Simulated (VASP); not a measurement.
# InP (F-43m) in VASP: further runs

The runs below take InP through band structure, Born charges and dielectric tensor, with PBE.

All numbers are computed with VASP 6.6.1; they aren't measurements. Logs are shortened: lines on timing, memory, paths and dates and some standing lists are left out, and cuts for length are marked.

## Step 1: Starting point

It takes space group F-43m (No. 216, cubic). Conventional cell: a = 5.962 Å, b = 5.962 Å, c = 5.962 Å, α = 90.00°, β = 90.00°, γ = 90.00°. Around In (site symmetry -43m) lie 4 P at 2.58 Å. P (site symmetry -43m) is surrounded by 4 In at 2.58 Å.

## Step 2: Band structure, PBE

Contents of POSCAR:

```
InP                                     
1.0
    0.0000000000      2.9810863768      2.9810863768
    2.9810863768      0.0000000000      2.9810863768
    2.9810863768      2.9810863768      0.0000000000
  In              P             
     1     1
Direct
     0.0000000000000000    0.0000000000000000    0.0000000000000000
     0.2500000000000000    0.2500000000000000    0.2500000000000000
```

Contents of INCAR.step1:

```
SYSTEM = InP
PREC = Accurate
ENCUT = 520
EDIFF = 1E-7
ISMEAR = 0
SIGMA = 0.02
LREAL = .FALSE.
LASPH = .TRUE.
NELM = 80
ALGO = Fast
ISIF = 2
LWAVE = .FALSE.
LCHARG = .TRUE.
GGA = PE
NBANDS = 16
```

Contents of KPOINTS.step1:

```
Automatic mesh
0
G
  4 4 4
  0 0 0
```

Contents of INCAR.step2:

```
SYSTEM = InP
PREC = Accurate
ENCUT = 520
EDIFF = 1E-7
ISMEAR = 0
SIGMA = 0.05
LREAL = .FALSE.
LASPH = .TRUE.
NELM = 80
ALGO = Fast
ISIF = 2
LWAVE = .FALSE.
LCHARG = .FALSE.
GGA = PE
NBANDS = 16
ICHARG = 11
```

Contents of KPOINTS.step2:

```
path GXWKGLUWLK,UX
10
line-mode
reciprocal
 0.0000000000  0.0000000000  0.0000000000  G
 0.5000000000  0.0000000000  0.5000000000  X

 0.5000000000  0.0000000000  0.5000000000  X
 0.5000000000  0.2500000000  0.7500000000  W

 0.5000000000  0.2500000000  0.7500000000  W
 0.3750000000  0.3750000000  0.7500000000  K

 0.3750000000  0.3750000000  0.7500000000  K
 0.0000000000  0.0000000000  0.0000000000  G

 0.0000000000  0.0000000000  0.0000000000  G
 0.5000000000  0.5000000000  0.5000000000  L

 0.5000000000  0.5000000000  0.5000000000  L
 0.6250000000  0.2500000000  0.6250000000  U

 0.6250000000  0.2500000000  0.6250000000  U
 0.5000000000  0.2500000000  0.7500000000  W

 0.5000000000  0.2500000000  0.7500000000  W
 0.5000000000  0.5000000000  0.5000000000  L

 0.5000000000  0.5000000000  0.5000000000  L
 0.3750000000  0.3750000000  0.7500000000  K

 0.6250000000  0.2500000000  0.6250000000  U
 0.5000000000  0.0000000000  0.5000000000  X
```

Potentials or basis: VASP PAW PBE potentials, release 64 (In_d, P).

The run is started by

```sh
$ cat potpaw_PBE.64/In_d/POTCAR potpaw_PBE.64/P/POTCAR > POTCAR
$ cp INCAR.step1 INCAR
$ cp KPOINTS.step1 KPOINTS
$ mpirun -np 1 vasp_std > vasp.out
$ cp INCAR.step2 INCAR
$ cp KPOINTS.step2 KPOINTS
$ mpirun -np 1 vasp_std > vasp.out
```

OUTCAR:

```text
SYSTEM = InP
   PREC = Accurate
   ENCUT = 520
   EDIFF = 1E-7
   ISMEAR = 0
   LREAL = .FALSE.
   LASPH = .TRUE.
   NELM = 80
   ISIF = 2
   GGA = PE
   ICHARG = 11

 ion  position               nearest neighbor table
   1  0.000  0.000  0.000-   2 2.58   2 2.58   2 2.58   2 2.58
   2  0.250  0.250  0.250-   1 2.58   1 2.58   1 2.58   1 2.58

  LATTYP: Found a face centered cubic cell.
 ALAT       =     5.9621727536

  Lattice vectors:

 A1 = (   0.0000000000,   2.9810863768,   2.9810863768)
 A2 = (   2.9810863768,   0.0000000000,   2.9810863768)
 A3 = (   2.9810863768,   2.9810863768,   0.0000000000)

Analysis of symmetry for initial positions (statically):
=====================================================================
 Subroutine PRICEL returns:
 Original cell was already a primitive cell.

 Routine SETGRP: Setting up the symmetry group for a
 face centered cubic supercell.

 Subroutine GETGRP returns: Found 24 space group operations
 (whereof 24 operations were pure point group operations)
 out of a pool of 48 trial point group operations.

The static configuration has the point symmetry T_d .

Analysis of symmetry for dynamics (positions and initial velocities):
=====================================================================
 Subroutine PRICEL returns:
 Original cell was already a primitive cell.

 Routine SETGRP: Setting up the symmetry group for a
 face centered cubic supercell.

 Subroutine GETGRP returns: Found 24 space group operations
 (whereof 24 operations were pure point group operations)
 out of a pool of 48 trial point group operations.

The dynamic configuration has the point symmetry T_d .

 Subroutine INISYM returns: Found 24 space group operations
 (whereof 24 operations are pure point group operations),
 and found     1 'primitive' translations

----------------------------------------------------------------------------------------

                                     Primitive cell

  volume of cell :      52.9851

  direct lattice vectors                    reciprocal lattice vectors
     0.000000000  2.981086377  2.981086377    -0.167724090  0.167724090  0.167724090
     2.981086377  0.000000000  2.981086377     0.167724090 -0.167724090  0.167724090
     2.981086377  2.981086377  0.000000000     0.167724090  0.167724090 -0.167724090

  length of vectors
     4.215892785  4.215892785  4.215892785     0.290506646  0.290506646  0.290506646

  position of ions in fractional coordinates (direct lattice)
     0.000000000  0.000000000  0.000000000
     0.250000000  0.250000000  0.250000000

  ion indices of the primitive-cell ions
   primitive index   ion index
                 1           1
                 2           2

----------------------------------------------------------------------------------------

 KPOINTS: path GXWKGLUWLK,UX

Interpolating k-points between supplied coordinates.

 Line segments in fractional coordinates (reciprocal lattice):
    0.000000  0.000000  0.000000  ...  0.500000  0.000000  0.500000
    0.500000  0.000000  0.500000  ...  0.500000  0.250000  0.750000
    0.500000  0.250000  0.750000  ...  0.375000  0.375000  0.750000
    0.375000  0.375000  0.750000  ...  0.000000  0.000000  0.000000
    0.000000  0.000000  0.000000  ...  0.500000  0.500000  0.500000
    0.500000  0.500000  0.500000  ...  0.625000  0.250000  0.625000
    0.625000  0.250000  0.625000  ...  0.500000  0.250000  0.750000
    0.500000  0.250000  0.750000  ...  0.500000  0.500000  0.500000
    0.500000  0.500000  0.500000  ...  0.375000  0.375000  0.750000
    0.625000  0.250000  0.625000  ...  0.500000  0.000000  0.500000

 Generated    10 points on each line segment, for a total of    100 k-points:

 Following reciprocal coordinates:
            Coordinates               Weight
  0.000000  0.000000  0.000000      0.010000
  0.055556  0.000000  0.055556      0.010000
  0.111111  0.000000  0.111111      0.010000
  0.166667  0.000000  0.166667      0.010000
  0.222222  0.000000  0.222222      0.010000
  0.277778  0.000000  0.277778      0.010000
[... 16 lines left out ...]
  0.472222  0.277778  0.750000      0.010000
  0.458333  0.291667  0.750000      0.010000
 [... further k-points ...]
   k-points           NKPTS =    100   k-points in BZ     NKDIM =    100   number of bands    NBANDS=     16
   number of dos      NEDOS =    301   number of ions     NIONS =      2
   total plane-waves  NPLWV =  32768
   dimension x,y,z NGX =    32 NGY =   32 NGZ =   32
   dimension x,y,z NGXF=    64 NGYF=   64 NGZF=   64
   ions per type =               1   1
   NGX,Y,Z   is equivalent  to a cutoff of  12.62, 12.62, 12.62 a.u.
   NGXF,Y,Z  is equivalent  to a cutoff of  25.24, 25.24, 25.24 a.u.
 SYSTEM =  InP
   PREC   = accura    normal or accurate (medium, high low for compatibility)
   ISTART =      0    job   : 0-new  1-cont  2-samecut
   ICHARG =     11    charge: 1-file 2-atom 10-const
   ISPIN  =      1    spin polarized calculation?
   LNONCOLLINEAR =      F non collinear calculations
   LSORBIT =      F    spin-orbit coupling
   LASPH  =      T    aspherical Exc in radial PAW
   ENCUT  =  520.0 eV  38.22 Ry    6.18 a.u.   7.84  7.84  7.84*2*pi/ulx,y,z
   NELM   =     80;   NELMIN=  2; NELMDL=  0     # of ELM steps
   EDIFF  = 0.1E-06   stopping-criterion for ELM
   LREAL  =      F    real-space projection
   EDIFFG = 0.1E-05   stopping-criterion for IOM
   NSW    =      0    number of steps for IOM
   IBRION =     -1    ionic relax: 0-MD 1-quasi-New 2-CG
   NFREE  =      0    steps in history (QN), initial steepest desc. (CG)
   ISIF   =      2    stress and relaxation
   ISYM   =      2    0-nonsym 1-usesym 2-fastsym
   POTIM  = 0.5000    time-step for ionic-motion
   TEBEG  =    0.0;   TEEND  =   0.0 temperature during run
   PSTRESS=    0.0 pullay stress
   NELECT =      18.0000    total number of electrons
   NUPDOWN=      -1.0000    fix difference up-down
   EMIN   =  10.00;   EMAX   =-10.00  energy-range for DOS
   EFERMI =   0.00;   METHOD = LEGACY
   ISMEAR =     0;   SIGMA  =   0.05  broadening in eV -4-tet -1-fermi 0-gaus
   EFERMI_NEDOS =   21; number of points for ismear=-14 and -15
   IALGO  =     68    algorithm
   IMIX   =      4    mixing-type and parameters
     AMIX     =   0.40;   BMIX     =  1.00
     AMIX_MAG =   1.60;   BMIX_MAG =  1.00
  volume/ion in A,a.u.               =      26.49       178.78
  Fermi-wavevector in a.u.,A,eV,Ry     =   1.142302  2.158639 17.753628  1.304855
  Thomas-Fermi vector in A             =   2.279001
   LORBIT       =      0    0 simple, 1 ext, 2 COOP (PROOUT), +10 PAW based schemes
   GGA     = PE    functional components
   LHFCALC =     F    Hartree Fock is set to
   AEXX    =    0.0000 exact exchange contribution
   IVDW    =     0    specifies the selected vdW correction
   LEPSILON=     F    determine dielectric tensor
   LRPA    =     F    only Hartree local field effects (RPA)
 non-spin polarized calculation
 RMM-DIIS sequential band-by-band and
 Gauss-broadening in eV      SIGMA  =   0.05
  energy-cutoff  :      520.00
  volume of cell :       52.99
 maximum number of plane-waves:      1458
 NGX is ok and might be reduce to    32

 number of electron      18.0000004 magnetization

 Free energy of the ion-electron system (eV)
  ---------------------------------------------------
  ext. energy  EPLUGINS =         0.00000000
  ---------------------------------------------------
  free energy    TOTEN  =        -8.58311611 eV

  energy without entropy =       -8.58311611  energy(sigma->0) =       -8.58311611

 E-fermi :   4.8993     XC(G=0):  -9.0367

 val. band max:        4.6884725955   @ k =   0.0000   0.0000   0.0000
 cond. band min:       5.1050269917   @ k =   0.0000   0.0000   0.0000
 fundamental gap:      0.4165543962
 Fermi energy:         4.8992890548

 k-point     1 :       0.0000    0.0000    0.0000
  band No.  band energies     occupation
      1      -9.4570      2.00000
      2      -9.4570      2.00000
      3      -9.4570      2.00000
      4      -9.3291      2.00000
      5      -9.3291      2.00000
      6      -6.4943      2.00000
[... 8 lines left out ...]
     15      14.0302      0.00000
     16      14.0302      0.00000

 k-point     2 :       0.0556    0.0000    0.0556
  band No.  band energies     occupation
      1      -9.4625      2.00000
      2      -9.4545      2.00000
      3      -9.4545      2.00000
      4      -9.3300      2.00000
      5      -9.3282      2.00000
      6      -6.4505      2.00000
[... 8 lines left out ...]
     15      13.5393      0.00000
     16      14.0590      0.00000

 k-point     3 :       0.1111    0.0000    0.1111
  band No.  band energies     occupation
      1      -9.4779      2.00000
      2      -9.4472      2.00000
      3      -9.4472      2.00000
      4      -9.3329      2.00000
      5      -9.3257      2.00000
      6      -6.3210      2.00000
[... 8 lines left out ...]
     15      13.9529      0.00000
     16      14.1447      0.00000

 k-point     4 :       0.1667    0.0000    0.1667
  band No.  band energies     occupation
      1      -9.5003      2.00000
      2      -9.4360      2.00000
      3      -9.4360      2.00000
      4      -9.3377      2.00000
      5      -9.3218      2.00000
      6      -6.1109      2.00000
[... 8 lines left out ...]
     15      14.2840      0.00000
     16      14.8774      0.00000
[... 324 lines left out ...]
 k-point    22 :       0.4861    0.2639    0.7500
  band No.  band energies     occupation
      1      -9.5799      2.00000
      2      -9.4071      2.00000
      3      -9.3764      2.00000
      4      -9.3460      2.00000
      5      -9.3160      2.00000
      6      -4.2688      2.00000
[... 8 lines left out ...]
     15      15.7678      0.00000
     16      16.3505      0.00000

 k-point    23 :       0.4722    0.2778    0.7500
  band No.  band energies     occupation
      1      -9.5803      2.00000
      2      -9.4064      2.00000
      3      -9.3768      2.00000
      4      -9.3464      2.00000
      5      -9.3156      2.00000
      6      -4.2776      2.00000
[... 8 lines left out ...]
     15      15.6797      0.00000
     16      16.3447      0.00000

 k-point    24 :       0.4583    0.2917    0.7500
  band No.  band energies     occupation
      1      -9.5809      2.00000
      2      -9.4051      2.00000
      3      -9.3773      2.00000
      4      -9.3470      2.00000
      5      -9.3149      2.00000
      6      -4.2897      2.00000
[... 8 lines left out ...]
     15      15.4903      0.00000
     16      16.4833      0.00000

 [... further k-points ...]
[... 5 lines left out ...]
  --------------------------------------------------------------------------------------
  -------------------------------------------------------------------------------------
  Total       -0.6895181     -0.6895181     -0.6895181      0.0000000      0.0000000     -0.0000000
  in kB      -20.8498326    -20.8498326    -20.8498326      0.0000000      0.0000000     -0.0000000
  external PRESSURE =     -20.8498326 kB  Pullay stress =       0.0000000 kB

 VOLUME and BASIS-vectors are now :
 -----------------------------------------------------------------------------
  energy-cutoff  :      520.00
  volume of cell :       52.99
      direct lattice vectors                 reciprocal lattice vectors
     0.000000000  2.981086377  2.981086377    -0.167724090  0.167724090  0.167724090
     2.981086377  0.000000000  2.981086377     0.167724090 -0.167724090  0.167724090
     2.981086377  2.981086377  0.000000000     0.167724090  0.167724090 -0.167724090

 POSITION                                       TOTAL-FORCE (eV/Angst)
 -----------------------------------------------------------------------------------
      0.00000      0.00000      0.00000         0.000000      0.000000      0.000000
      1.49054      1.49054      1.49054        -0.000000     -0.000000     -0.000000
 -----------------------------------------------------------------------------------
    total drift:                               -0.000000     -0.000000     -0.000000

  FREE ENERGIE OF THE ION-ELECTRON SYSTEM (eV)
  ---------------------------------------------------
  free  energy   TOTEN  =        -8.5831161147 eV

  energy  without entropy=       -8.5831161146  energy(sigma->0) =       -8.58311611
```

Wall time 34 s (1 thread of Intel Xeon Platinum 8488C (Sapphire Rapids), shared host); peak memory 0.22 GiB.

Results:

- Band gap on the k mesh: 0.42 eV, direct
- Band gap along the path: 0.42 eV, direct

Levels at the corners of the path, in eV from the valence-band top:
| point | band 7 | band 8 | band 9 | band 10 | band 11 | band 12 |
| --- | --- | --- | --- | --- | --- | --- |
| Γ | 0.00 | 0.00 | 0.00 | 0.42 | 4.06 | 4.06 |
| X | -5.56 | -2.16 | -2.16 | 1.82 | 2.24 | 8.90 |
| X | -5.56 | -2.16 | -2.16 | 1.82 | 2.24 | 8.90 |
| W | -5.42 | -2.76 | -2.70 | 4.16 | 4.27 | 5.41 |
| W | -5.42 | -2.76 | -2.70 | 4.16 | 4.27 | 5.41 |
| K | -5.42 | -3.08 | -1.81 | 2.35 | 4.27 | 7.34 |
| K | -5.42 | -3.08 | -1.81 | 2.35 | 4.27 | 7.34 |
| Γ | 0.00 | 0.00 | 0.00 | 0.42 | 4.06 | 4.06 |
| Γ | 0.00 | 0.00 | 0.00 | 0.42 | 4.06 | 4.06 |
| L | -5.49 | -0.90 | -0.90 | 1.35 | 4.77 | 4.77 |
| L | -5.49 | -0.90 | -0.90 | 1.35 | 4.77 | 4.77 |
| U | -5.42 | -3.08 | -1.81 | 2.35 | 4.27 | 7.34 |
| U | -5.42 | -3.08 | -1.81 | 2.35 | 4.27 | 7.34 |
| W | -5.42 | -2.76 | -2.70 | 4.16 | 4.27 | 5.41 |
| W | -5.42 | -2.76 | -2.70 | 4.16 | 4.27 | 5.41 |
| L | -5.49 | -0.90 | -0.90 | 1.35 | 4.77 | 4.77 |
| L | -5.49 | -0.90 | -0.90 | 1.35 | 4.77 | 4.77 |
| K | -5.42 | -3.08 | -1.81 | 2.35 | 4.27 | 7.34 |
| U | -5.42 | -3.08 | -1.81 | 2.35 | 4.27 | 7.34 |
| X | -5.56 | -2.16 | -2.16 | 1.82 | 2.24 | 8.90 |

Caveat: the k mesh is coarse (spacing up to 0.46 Å⁻¹), so the values aren't converged; the log is that of the step along the path at fixed density, whose energy, stress, charges and moments have no meaning; spin-orbit coupling is left out, which moves the levels of the heavy elements.

(Part 1 of 2 ends here.)
